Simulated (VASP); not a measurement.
# KTaO3 (Pm-3m) in VASP: notebook

Runs on KTaO3. Level: PBE. Tasks: single point, relaxation of cell and atoms.

Program: VASP 6.6.1. These are calculated values, not measurements. Logs are shortened: lines on timing, memory, paths and dates and some standing lists are left out, and cuts for length are marked.

## (1) The structure

It takes space group Pm-3m (No. 221, cubic). Conventional cell: a = 4.024 Å, b = 4.024 Å, c = 4.024 Å, α = 90.00°, β = 90.00°, γ = 90.00°. K (site symmetry m-3m) has 12 O at 2.85 Å as nearest neighbours. Ta (site symmetry m-3m) has 6 O at 2.01 Å as nearest neighbours. O (site symmetry 4/mmm) is surrounded by 2 Ta at 2.01 Å.

## (2) Single point, PBE (the perfect crystal in a cell of 40 atoms)

Contents of INCAR:

```
PREC = Accurate
ENCUT = 520
EDIFF = 1E-6
ISMEAR = 0
SIGMA = 0.01
LREAL = Auto
LASPH = T
NELM = 100
ALGO = Fast
ISIF = 2
LWAVE = F
LCHARG = T
GGA = PE
LELF = T
LVHAR = T
NBANDS = 178
```

Contents of KPOINTS:

```
Automatic mesh
0
Gamma
  2 2 2
  0.5 0.5 0.5
```

Contents of POSCAR:

```
KTaO3
1.0
    0.0000000000      0.0000000000     -8.0487613472
    0.0000000000     -8.0487613472      0.0000000000
   -8.0487613472      0.0000000000      0.0000000000
K Ta O
8 8 24
Direct
    0.2500000000      0.2500000000      0.2500000000
    0.7500000000      0.2500000000      0.2500000000
    0.2500000000      0.7500000000      0.2500000000
    0.7500000000      0.7500000000      0.2500000000
    0.2500000000      0.2500000000      0.7500000000
    0.7500000000      0.2500000000      0.7500000000
    0.2500000000      0.7500000000      0.7500000000
    0.7500000000      0.7500000000      0.7500000000
    0.5000000000      0.5000000000      0.5000000000
    1.0000000000      0.5000000000      0.5000000000
    0.5000000000      1.0000000000      0.5000000000
    1.0000000000      1.0000000000      0.5000000000
    0.5000000000      0.5000000000      1.0000000000
    1.0000000000      0.5000000000      1.0000000000
    0.5000000000      1.0000000000      1.0000000000
    1.0000000000      1.0000000000      1.0000000000
    0.0000000000      0.0000000000      0.2500000000
    0.5000000000      0.0000000000      0.2500000000
    0.0000000000      0.5000000000      0.2500000000
    0.5000000000      0.5000000000      0.2500000000
    0.0000000000      0.0000000000      0.7500000000
    0.5000000000      0.0000000000      0.7500000000
    0.0000000000      0.5000000000      0.7500000000
    0.5000000000      0.5000000000      0.7500000000
    0.0000000000      0.2500000000      0.5000000000
    0.5000000000      0.2500000000      0.5000000000
    0.0000000000      0.7500000000      0.5000000000
    0.5000000000      0.7500000000      0.5000000000
    0.0000000000      0.2500000000      1.0000000000
    0.5000000000      0.2500000000      1.0000000000
    0.0000000000      0.7500000000      1.0000000000
    0.5000000000      0.7500000000      1.0000000000
    0.2500000000      0.5000000000      0.5000000000
    0.7500000000      0.5000000000      0.5000000000
    0.2500000000      1.0000000000      0.5000000000
    0.7500000000      1.0000000000      0.5000000000
    0.2500000000      0.5000000000      1.0000000000
    0.7500000000      0.5000000000      1.0000000000
    0.2500000000      1.0000000000      1.0000000000
    0.7500000000      1.0000000000      1.0000000000
```

Potentials or basis: VASP PAW PBE potentials, release 64 (K_sv, Ta_pv, O).

Command:

```sh
cat potpaw_PBE.64/K_sv/POTCAR potpaw_PBE.64/Ta_pv/POTCAR potpaw_PBE.64/O/POTCAR > POTCAR
mpirun -np 1 vasp_std > vasp.out
```

OUTCAR:

```text
PREC = Accurate
   ENCUT = 520
   EDIFF = 1E-6
   ISMEAR = 0
   LREAL = Auto
   LASPH = T
   NELM = 100
   ISIF = 2
   GGA = PE

 ion  position               nearest neighbor table
   1  0.250  0.250  0.250-  17 2.85  18 2.85  19 2.85  20 2.85  25 2.85  26 2.85  29 2.85  30 2.85
                            33 2.85  35 2.85  37 2.85  39 2.85  13 3.49  14 3.49  15 3.49  16 3.49
   2  0.750  0.250  0.250-  17 2.85  18 2.85  19 2.85  20 2.85  25 2.85  26 2.85  29 2.85  30 2.85
                            34 2.85  36 2.85  38 2.85  40 2.85  13 3.49  14 3.49  15 3.49  16 3.49
   3  0.250  0.750  0.250-  17 2.85  18 2.85  19 2.85  20 2.85  27 2.85  28 2.85  31 2.85  32 2.85
                            33 2.85  35 2.85  37 2.85  39 2.85  13 3.49  14 3.49  15 3.49  16 3.49
   4  0.750  0.750  0.250-  17 2.85  18 2.85  19 2.85  20 2.85  27 2.85  28 2.85  31 2.85  32 2.85
                            34 2.85  36 2.85  38 2.85  40 2.85  13 3.49  14 3.49  15 3.49  16 3.49
   5  0.250  0.250  0.750-  21 2.85  22 2.85  23 2.85  24 2.85  25 2.85  26 2.85  29 2.85  30 2.85
                            33 2.85  35 2.85  37 2.85  39 2.85  13 3.49  14 3.49  15 3.49  16 3.49
   6  0.750  0.250  0.750-  21 2.85  22 2.85  23 2.85  24 2.85  25 2.85  26 2.85  29 2.85  30 2.85
                            34 2.85  36 2.85  38 2.85  40 2.85  13 3.49  14 3.49  15 3.49  16 3.49
   7  0.250  0.750  0.750-  21 2.85  22 2.85  23 2.85  24 2.85  27 2.85  28 2.85  31 2.85  32 2.85
                            33 2.85  35 2.85  37 2.85  39 2.85  13 3.49  14 3.49  15 3.49  16 3.49
   8  0.750  0.750  0.750-  21 2.85  22 2.85  23 2.85  24 2.85  27 2.85  28 2.85  31 2.85  32 2.85
                            34 2.85  36 2.85  38 2.85  40 2.85  13 3.49  14 3.49  15 3.49  16 3.49
   9  0.500  0.500  0.500-  20 2.01  24 2.01  26 2.01  28 2.01  33 2.01  34 2.01   7 3.49   8 3.49
[... 37 lines left out ...]
  39  0.250  0.000  0.000-  15 2.01  16 2.01   5 2.85   7 2.85   1 2.85   3 2.85
  40  0.750  0.000  0.000-  15 2.01  16 2.01   6 2.85   8 2.85   2 2.85   4 2.85

  LATTYP: Found a simple cubic cell.
 ALAT       =     8.0487613472

  Lattice vectors:

 A1 = (   0.0000000000,   0.0000000000,  -8.0487613472)
 A2 = (   0.0000000000,  -8.0487613472,   0.0000000000)
 A3 = (  -8.0487613472,   0.0000000000,   0.0000000000)

Analysis of symmetry for initial positions (statically):
=====================================================================
 Subroutine PRICEL returns following result:

  LATTYP: Found a simple cubic cell.
 ALAT       =     4.0243806736

  Lattice vectors:

 A1 = (   0.0000000000,   0.0000000000,  -4.0243806736)
 A2 = (   0.0000000000,  -4.0243806736,   0.0000000000)
 A3 = (  -4.0243806736,   0.0000000000,   0.0000000000)

   8 primitive cells build up your supercell.

 Routine SETGRP: Setting up the symmetry group for a
 simple cubic supercell.

 Subroutine GETGRP returns: Found 48 space group operations
 (whereof 48 operations were pure point group operations)
 out of a pool of 48 trial point group operations.

The static configuration has the point symmetry O_h .

Analysis of symmetry for dynamics (positions and initial velocities):
=====================================================================
 Subroutine PRICEL returns following result:

  LATTYP: Found a simple cubic cell.
 ALAT       =     4.0243806736

  Lattice vectors:

 A1 = (   0.0000000000,   0.0000000000,  -4.0243806736)
 A2 = (   0.0000000000,  -4.0243806736,   0.0000000000)
 A3 = (  -4.0243806736,   0.0000000000,   0.0000000000)

   8 primitive cells build up your supercell.

 Routine SETGRP: Setting up the symmetry group for a
 simple cubic supercell.

 Subroutine GETGRP returns: Found 48 space group operations
 (whereof 48 operations were pure point group operations)
 out of a pool of 48 trial point group operations.

The dynamic configuration has the point symmetry O_h .

 Subroutine INISYM returns: Found 48 space group operations
 (whereof 48 operations are pure point group operations),
[... 45 lines left out ...]
   NUPDOWN=      -1.0000    fix difference up-down
   EMIN   =  10.00;   EMAX   =-10.00  energy-range for DOS
   EFERMI =   0.00;   METHOD = LEGACY
   ISMEAR =     0;   SIGMA  =   0.01  broadening in eV -4-tet -1-fermi 0-gaus
   EFERMI_NEDOS =   21; number of points for ismear=-14 and -15
   IALGO  =     68    algorithm
   IMIX   =      4    mixing-type and parameters
     AMIX     =   0.40;   BMIX     =  1.00
     AMIX_MAG =   1.60;   BMIX_MAG =  1.00
  volume/ion in A,a.u.               =      13.04        87.97
  Fermi-wavevector in a.u.,A,eV,Ry     =   1.367635  2.584456 25.448696  1.870426
  Thomas-Fermi vector in A             =   2.493670
   LORBIT       =      0    0 simple, 1 ext, 2 COOP (PROOUT), +10 PAW based schemes
   GGA     = PE    functional components
   LHFCALC =     F    Hartree Fock is set to
   AEXX    =    0.0000 exact exchange contribution
   IVDW    =     0    specifies the selected vdW correction
   LEPSILON=     F    determine dielectric tensor
   LRPA    =     F    only Hartree local field effects (RPA)
 non-spin polarized calculation
 RMM-DIIS sequential band-by-band and
 Gauss-broadening in eV      SIGMA  =   0.01
  energy-cutoff  :      520.00
  volume of cell :      521.42
 maximum number of plane-waves:     14048
 NGX is ok and might be reduce to    60

 number of electron     303.9999832 magnetization

 Free energy of the ion-electron system (eV)
  ---------------------------------------------------
  ext. energy  EPLUGINS =         0.00000000
  ---------------------------------------------------
  free energy    TOTEN  =      -328.72820799 eV

  energy without entropy =     -328.72820799  energy(sigma->0) =     -328.72820799

 E-fermi :   1.5451     XC(G=0): -10.7335

 val. band max:        1.4513490936   @ k =   0.2500   0.2500   0.2500
 cond. band min:       4.4924032640   @ k =   0.2500   0.2500   0.2500
 fundamental gap:      3.0410541704
 Fermi energy:         1.5450624641

 k-point     1 :       0.2500    0.2500    0.2500
  band No.  band energies     occupation
      1     -32.6778      2.00000
      2     -32.6778      2.00000
      3     -32.6778      2.00000
      4     -32.6754      2.00000
      5     -32.6754      2.00000
      6     -32.6754      2.00000
[... 156 lines left out ...]
    163       6.2458      0.00000
    164       6.2459      0.00000
 [bands above 164 left out]

------------------------ aborting loop because EDIFF is reached ----------------------------------------

  FORCE on cell =-STRESS in cart. coord.  units (eV):
  Direction    XX          YY          ZZ          XY          YZ          ZX
  --------------------------------------------------------------------------------------
  -------------------------------------------------------------------------------------
  Total        1.7134744      1.7134744      1.7134744      0.0000000      0.0000000     -0.0000000
  in kB        5.2650324      5.2650324      5.2650324      0.0000000      0.0000000     -0.0000000
  external PRESSURE =       5.2650324 kB  Pullay stress =       0.0000000 kB

 VOLUME and BASIS-vectors are now :
 -----------------------------------------------------------------------------
  energy-cutoff  :      520.00
  volume of cell :      521.42
      direct lattice vectors                 reciprocal lattice vectors
     0.000000000  0.000000000 -8.048761347     0.000000000  0.000000000 -0.124242720
     0.000000000 -8.048761347  0.000000000     0.000000000 -0.124242720  0.000000000
    -8.048761347  0.000000000  0.000000000    -0.124242720  0.000000000  0.000000000

 POSITION                                       TOTAL-FORCE (eV/Angst)
 -----------------------------------------------------------------------------------
     -2.01219     -2.01219     -2.01219        -0.000000      0.000000      0.000000
     -2.01219     -2.01219     -6.03657         0.000000      0.000000      0.000000
     -2.01219     -6.03657     -2.01219        -0.000000     -0.000000     -0.000000
     -2.01219     -6.03657     -6.03657         0.000000      0.000000      0.000000
     -6.03657     -2.01219     -2.01219         0.000000      0.000000     -0.000000
     -6.03657     -2.01219     -6.03657         0.000000      0.000000      0.000000
[... 32 lines left out ...]
      0.00000      0.00000     -2.01219        -0.000000      0.000000     -0.000000
      0.00000      0.00000     -6.03657         0.000000      0.000000      0.000000
 -----------------------------------------------------------------------------------
    total drift:                               -0.000000      0.000000     -0.000000

  FREE ENERGIE OF THE ION-ELECTRON SYSTEM (eV)
  ---------------------------------------------------
  free  energy   TOTEN  =      -328.7282079882 eV

  energy  without entropy=     -328.7282079882  energy(sigma->0) =     -328.72820799
```

Run time: 3 min. Hardware: 1 thread of Intel Xeon Platinum 8559C (Emerald Rapids), shared host; peak memory 0.5 GiB.

Results:

```yaml
Free_energy: -328.7282 eV
Pressure: 0.5 GPa
Band_gap_on_the_k_mesh: 3.04 eV
```

Levels at points of the mesh, in eV from the valence-band top:
| k point | band 148 | band 149 | band 150 | band 151 | band 152 | band 153 | band 154 | band 155 | band 156 | band 157 |
| --- | --- | --- | --- | --- | --- | --- | --- | --- | --- | --- |
| (0.25, 0.25, 0.25) | -0.13 | -0.07 | -0.07 | -0.07 | 0.00 | 3.04 | 3.16 | 3.16 | 3.20 | 3.20 |

Caveat: spin-orbit coupling is left out, which moves the levels of the heavy elements. A k mesh can miss the band edges.

## (3) Single point, PBE (the perfect crystal in a cell of 20 atoms)

Contents of INCAR:

```
SYSTEM = KTaO3
  PREC = Accurate
  ENCUT = 520
  EDIFF = 1E-6
  ISMEAR = 0
  SIGMA = 0.01
  LREAL = Auto
  LASPH = .True.
  NELM = 100
  ALGO = Fast
  ISIF = 2
  LWAVE = .False.
  LCHARG = .False.
  GGA = PE
  NBANDS = 92
```

KPOINTS is that of step 2.

Contents of POSCAR:

```
KTaO3
1.0
   -4.0243806734      4.0243806734      4.0243806734
    4.0243806734     -4.0243806734      4.0243806734
    4.0243806734      4.0243806734     -4.0243806734
K Ta O
4 4 12
Direct
    0.5000000000      0.5000000000      0.5000000000
    0.0000000000      0.0000000000      0.5000000000
    0.0000000000      0.5000000000      0.0000000000
    0.5000000000      0.0000000000      0.0000000000
    0.5000000000      0.0000000000      0.5000000000
    0.0000000000      0.5000000000      0.5000000000
    0.0000000000      0.0000000000      0.0000000000
    0.5000000000      0.5000000000      0.0000000000
    0.0000000000      0.7500000000      0.7500000000
    0.5000000000      0.2500000000      0.7500000000
    0.5000000000      0.7500000000      0.2500000000
    0.0000000000      0.2500000000      0.2500000000
    0.7500000000      0.5000000000      0.2500000000
    0.2500000000      0.0000000000      0.2500000000
    0.2500000000      0.5000000000      0.7500000000
    0.7500000000      0.0000000000      0.7500000000
    0.7500000000      0.2500000000      0.5000000000
    0.2500000000      0.7500000000      0.5000000000
    0.2500000000      0.2500000000      0.0000000000
    0.7500000000      0.7500000000      0.0000000000
```

Potentials or basis: VASP PAW PBE potentials, release 64 (K_sv, Ta_pv, O).

Command:

```sh
cat potpaw_PBE.64/K_sv/POTCAR potpaw_PBE.64/Ta_pv/POTCAR potpaw_PBE.64/O/POTCAR > POTCAR
mpirun -np 1 vasp_std > vasp.out
```

Run time: 3.2 min. Hardware: 1 thread of Intel Xeon Platinum 8488C (Sapphire Rapids), shared host; peak memory 0.4 GiB.

Results (log left out):

| Quantity | Value |
| --- | --- |
| Free energy | -164.1757 eV |
| Pressure | 0.7 GPa |
| Band gap on the k mesh | 2.19 eV |

Levels at points of the mesh, in eV from the valence-band top:
```
           k point  band 74  band 75  band 76  band 77  band 78  band 79
(0.25, 0.25, 0.25)    -0.52    -0.52    -0.52     4.29     4.29     4.29
```

Caveat: the k mesh is coarse (spacing up to 0.55 Å⁻¹), so the values aren't converged; spin-orbit coupling is left out, which moves the levels of the heavy elements. A k mesh can miss the band edges.

## (4) Single point, PBE

This run uses another cell than the first one: it holds 5 atoms, not 40.

Contents of INCAR:

```
  PREC = Accurate
  ENCUT = 520
  EDIFF = 1E-6
  ISMEAR = 0
  SIGMA = 0.02
  LREAL = False
  LASPH = True
  NELM = 100
  ALGO = Fast
  ISIF = 2
  LWAVE = False
  LCHARG = True
  GGA = PE
  LELF = True
  LVHAR = True
  NBANDS = 27
```

Contents of KPOINTS:

```
Automatic mesh
0
Gamma
  8 8 8
```

Contents of POSCAR:

```
KTaO3
1.0
    4.0243806734      0.0000000000      0.0000000000
    0.0000000000      4.0243806734      0.0000000000
    0.0000000000      0.0000000000      4.0243806734
K Ta O
1 1 3
Direct
    0.5000000000      0.5000000000      0.5000000000
    0.0000000000      0.0000000000      0.0000000000
    0.5000000000      0.0000000000      0.0000000000
    0.0000000000      0.5000000000      0.0000000000
    0.0000000000      0.0000000000      0.5000000000
```

Command:

```sh
cat potpaw_PBE.64/K_sv/POTCAR potpaw_PBE.64/Ta_pv/POTCAR potpaw_PBE.64/O/POTCAR > POTCAR
mpirun -np 1 vasp_std > vasp.out
```

It took 76 s on 1 thread of Intel Xeon Platinum 8488C (Sapphire Rapids), shared host; peak memory 0.2 GiB.

It converged, with:

| Item | Value |
| --- | --- |
| Free energy | -41.0675 eV |
| Pressure | 0.6 GPa |
| Band gap on the k mesh | 2.12 eV, indirect (least direct gap 2.75 eV) |

Levels at points of the mesh, in eV from the valence-band top:
```
           k point  band 15  band 16  band 17  band 18  band 19  band 20  band 21  band 22  band 23  band 24
(0.00, 0.00, 0.00)    -1.02    -1.02    -0.63    -0.63    -0.63     2.12     2.12     2.12     6.41     6.45
(0.50, 0.00, 0.00)    -2.31    -2.08    -1.45    -0.85    -0.85     2.26     4.84     4.84     6.49     8.11
(0.50, 0.50, 0.00)    -2.73    -1.70    -1.40    -1.40    -0.04     4.88     4.88     6.11     7.32     9.98
(0.50, 0.50, 0.50)    -3.82    -3.82     0.00     0.00     0.00     6.23     6.23     6.23     8.84     8.84
```

Caveat: spin-orbit coupling is left out, which moves the levels of the heavy elements. A k mesh can miss the band edges.

## (5) Relaxation of cell and atoms, PBE

This run uses another cell than the first one, of 12.69 Å³/atom, 0.973 times its volume.

Contents of INCAR:

```
PREC = Accurate
ENCUT = 600
EDIFF = 1E-6
ISMEAR = 0
SIGMA = 0.02
LREAL = False
LASPH = True
NELM = 100
ALGO = Normal
ISIF = 3
LWAVE = False
LCHARG = False
GGA = PE
IBRION = 2
NSW = 100
EDIFFG = -0.005
```

KPOINTS is that of step 4.

POSCAR: that of step 4 with these lines changed.

```diff
@@ -2,5 +2,5 @@
 1.0
-    4.0243806734      0.0000000000      0.0000000000
-    0.0000000000      4.0243806734      0.0000000000
-    0.0000000000      0.0000000000      4.0243806734
+    3.9883000000      0.0000000000      0.0000000000
+    0.0000000000      3.9883000000      0.0000000000
+    0.0000000000      0.0000000000      3.9883000000
 K Ta O
```

Command:

```sh
cat potpaw_PBE.64/K_sv/POTCAR potpaw_PBE.64/Ta_pv/POTCAR potpaw_PBE.64/O/POTCAR > POTCAR
mpirun -np 1 vasp_std > vasp.out
```

It took 84 s on 1 thread of Intel Xeon Platinum 8488C (Sapphire Rapids), shared host; peak memory 0.23 GiB.

It converged, with:

```
Free energy                            : -41.0721 eV
Relaxed volume                         : 13.07 Å³/atom
Relaxed cell                           : a = 4.028 Å, b = 4.028 Å, c = 4.028 Å, α = 90.00°, β = 90.00°, γ = 90.00°
Space group after relaxing (to 0.05 Å) : Pm-3m (No. 221)
Energy gained by relaxing              : 6.8 meV/atom
Ionic steps                            : 3
Pressure after relaxing                : -0.1 GPa
Band gap on the k mesh                 : 2.11 eV, indirect (least direct gap 2.74 eV)
```

Step by step:
```csv
step,energy change (eV),largest force (eV/Å),pressure (GPa),volume (Å³)
1,0.0000,0.0000,5.90,63.44
2,0.0186,0.0000,-6.49,67.83
3,-0.0339,0.0000,-0.05,65.34
```

Final structure:
```
K Ta O
1.0
     4.02782    0.00000    0.00000
     0.00000    4.02782    0.00000
     0.00000    0.00000    4.02782
K Ta O
1 1 3
Direct
  0.50000 0.50000 0.50000
  0.00000 0.00000 0.00000
  0.50000 0.00000 0.00000
  0.00000 0.50000 0.00000
  0.00000 0.00000 0.50000
```

Levels at points of the mesh, in eV from the valence-band top:
```tsv
k point	band 16	band 17	band 18	band 19	band 20	band 21	band 22	band 23
(0.00, 0.00, 0.00)	-1.01	-0.63	-0.63	-0.63	2.11	2.11	2.11	6.39
(0.50, 0.00, 0.00)	-2.07	-1.44	-0.85	-0.85	2.26	4.82	4.82	6.46
(0.50, 0.50, 0.00)	-1.70	-1.40	-1.40	-0.04	4.86	4.86	6.09	7.29
(0.50, 0.50, 0.50)	-3.81	0.00	0.00	0.00	6.21	6.21	6.21	8.83
```

Caveat: spin-orbit coupling is left out, which moves the levels of the heavy elements.

## (6) Summary

| task | cell | k mesh | cutoff (eV) | smearing | mesh quality | gap on the mesh (eV) | pressure (GPa) |
| --- | --- | --- | --- | --- | --- | --- | --- |
| single point | the perfect crystal in a cell of 40 atoms | 2 × 2 × 2, shifted | 520 | gaussian 0.01 eV | not flagged | 3.04 | 0.5 |
| single point | the perfect crystal in a cell of 20 atoms | 2 × 2 × 2, shifted | 520 | gaussian 0.01 eV | coarse | 2.19 | 0.7 |
| single point | Pm-3m, 13.04 Å³/atom | 8 × 8 × 8 | 520 | gaussian 0.02 eV | not flagged | 2.12 | 0.6 |
| relaxation of cell and atoms | relaxed | 8 × 8 × 8 | 600 | gaussian 0.02 eV | not flagged | 2.11 | -0.1 |

Alike in all rows: level PBE; potentials or basis VASP PAW PBE potentials, release 64 (K_sv, Ta_pv, O); no spin polarisation.

Caveats: some runs use coarse meshes; spin-orbit coupling is left out, which moves the levels of the heavy elements.

Total energies depend on the potentials used, so only differences within one code and one set of settings carry meaning.
